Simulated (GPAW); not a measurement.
ZnS (Wurtzite-2H):

```
Zn S
1.0
     3.81100    0.00000    0.00000
    -1.90550    3.30042    0.00000
     0.00000    0.00000    6.23400
Zn S
2 2
Direct
  0.66667 0.33333 0.50000
  0.33333 0.66667 0.00000
  0.66667 0.33333 0.88500
  0.33333 0.66667 0.38500
```

Base run:

| Quantity | Value |
| --- | --- |
| Program | GPAW 26.7.0 |
| Functional | TPSS |
| Potentials or basis | GPAW PAW data sets (gpaw-data 1.2.1) |
| Cutoff | 600 eV |
| Basis | pw |
| k mesh | 6 × 6 × 3 |
| Occupations | fermi-dirac, width 0.05 eV |
| Spin | no spin polarisation |

Its results: band gap on the k mesh 2.40 eV, direct; largest force 0.325 eV/Å.

Question: The run is repeated on the same cell with these changes: functional from TPSS to optPBE-vdW; band points from 100 to 60. What comes out?

Answer: Band gap on the k mesh 2.34 eV, direct; largest force 0.350 eV/Å.

Caveats: the PAW data sets were made with another functional, which shifts forces and pressure a little.
